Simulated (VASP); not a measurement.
Here is the system:

```xyz
2
Lattice="0.0000 2.8892 2.8892 2.8892 0.0000 2.8892 2.8892 2.8892 0.0000" Properties=species:S:1:pos:R:3 pbc="T T T"
Na     0.0000     0.0000     0.0000
Br     2.8892     2.8892     2.8892
```

Level of theory: LDA (Ceperley-Alder, Perdew-Zunger) with spin-orbit coupling, VASP's LDA PAW potentials (set 64) (plane waves; VASP 6.6.1). Run with 400 eV cut-off, 7×7×7 Γ-centred mesh, Gaussian smearing of 0.050 eV, potentials Na_pv Br.

**Question.** The job: NaBr (rock salt), 2 atoms, LDA+SOC, static run, 400 eV, 7×7×7 Γ-centred mesh. Roughly how much core time does it take on a busy server core?

**Answer.** About 50 core-seconds (one run on a shared machine, a rough figure). It had 20 irreducible k-points, 22 bands, up to 1786 plane waves and 13 electronic steps.

The compound is NaBr in the rock salt structure. It was relaxed first, which changed the volume by -9 %.
